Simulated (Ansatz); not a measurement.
**Moving the pressure in Be**

The cell as given:

```xyz
1
Lattice="0.0000 1.5791 1.5791 1.5791 0.0000 1.5791 1.5791 1.5791 0.0000" Properties=species:S:1:pos:R:3 pbc="T T T"
Be    0.0000    0.0000    0.0000
```

This isn't the form of Be at room conditions, which is hcp.

Kept alike: task relaxation of cell and atoms; functional PBEsol; k mesh 14 × 14 × 14; occupations fermi-dirac, width 0.05 eV; no spin polarisation. Program: Ansatz, Ansatz PAW, cutoff 420 eV. The mesh is that of the run's cell of 1 atom. No spin-orbit coupling.

| pressure, P (GPa) | volume (Å³/atom) |
| --- | --- |
| 0 | 7.788 |
| 2 | 7.667 |
| 5 | ? |
| 10 | 7.253 |
| 20 | 6.842 |

The relaxations keep at least the cell's symmetry (Fm-3m). For a metal such a mesh leaves the last digits unconverged. Runs of this series that gave no sound value for these columns are left out. The runs follow the start's structure, whether or not it is the stable one at these pressures. P is the pressure aimed at, which the runs meet within some hundredths to tenths of a GPa. All rows use potentials made for PBE.

**Question.** Fit the rows shown and predict the run at 5 GPa.

**Answer.** Murnaghan's form V = V0 (1 + B′P/B0)^(-1/B′) through the rows shown has V0 = 7.7876, B0 = 125.6 GPa and B′ = 3.09 (largest miss 0.0005); at P = 5 it gives 7.501 Å³/atom. The run gave: volume 7.500 Å³/atom.
